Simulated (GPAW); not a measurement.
Crystal: CdO2.

```xyz
3
Lattice="3.4762 0.0000 0.0000 -1.7381 3.0105 0.0000 0.0000 0.0000 4.1481" Properties=species:S:1:pos:R:3 pbc="T T T"
Cd    0.0000    0.0000    0.0000
O     0.0000    2.0070    1.0130
O     1.7381    1.0035    3.1350
```

The cell comes from a database or a generator and needn't be the stable form of this composition.

| Quantity | Value |
| --- | --- |
| Program | GPAW 26.7.0 |
| Task | relaxation of cell and atoms |
| Functional | PBEsol |
| Dispersion | D3(BJ) |
| Potentials or basis | PAW data sets generated in the run's folder for this functional |
| Cutoff | 800 eV |
| Basis | pw |
| k mesh | 7 × 7 × 5 |
| Occupations | fermi-dirac, width 0.05 eV |
| Spin | no spin polarisation |

At the start: pressure -12.8 GPa; volume 14.47 Å³/atom.

Task: Where does the relaxation end?

Result: Over 14 steps the energy falls by 149.2 meV/atom and the volume is 11.34 Å³/atom (-21.6 %); space group P-3m1 (No. 164, to 0.05 Å).

Step by step:
```tsv
step	energy change (eV)	largest force (eV/Å)	pressure (GPa)	volume (Å³)
1	0.0000	0.3471	-12.75	43.41
2	-0.0569	0.2503	-11.56	42.70
3	-0.2219	0.6461	2.16	37.67
4	-0.2379	0.4274	-1.58	38.55
5	-0.2469	0.4036	-1.96	38.49
6	-0.3913	0.3208	-5.42	35.87
7	-0.4088	0.2885	-3.33	35.13
8	-0.4188	0.0511	1.21	34.32
9	-0.4227	0.1090	0.85	34.09
10	-0.4252	0.1188	0.29	34.22
11	-0.4387	0.1192	-1.35	34.51
12	-0.4457	0.0695	-1.31	34.38
13	-0.4475	0.0180	-0.45	34.11
14	-0.4476	0.0006	-0.04	34.02
```

Final structure:
```cif
data_structure
_symmetry_space_group_name_H-M 'P 1'
_symmetry_Int_Tables_number 1
_cell_length_a 3.3341
_cell_length_b 3.3341
_cell_length_c 3.5332
_cell_angle_alpha 90.000
_cell_angle_beta 90.000
_cell_angle_gamma 120.000
_cell_volume 34.02
loop_
_atom_site_label
_atom_site_type_symbol
_atom_site_fract_x
_atom_site_fract_y
_atom_site_fract_z
_atom_site_occupancy
Cd1 Cd 0.00000 0.00000 0.00000 1
O1 O 0.33333 0.66667 0.28502 1
O2 O 0.66667 0.33333 0.71498 1
```

Caveat: later steps reuse the first step's grids; the volume moved by over 15 % at a fixed basis, so the end points are rough; pairwise dispersion overbinds metals, which lowers pressure and volume.
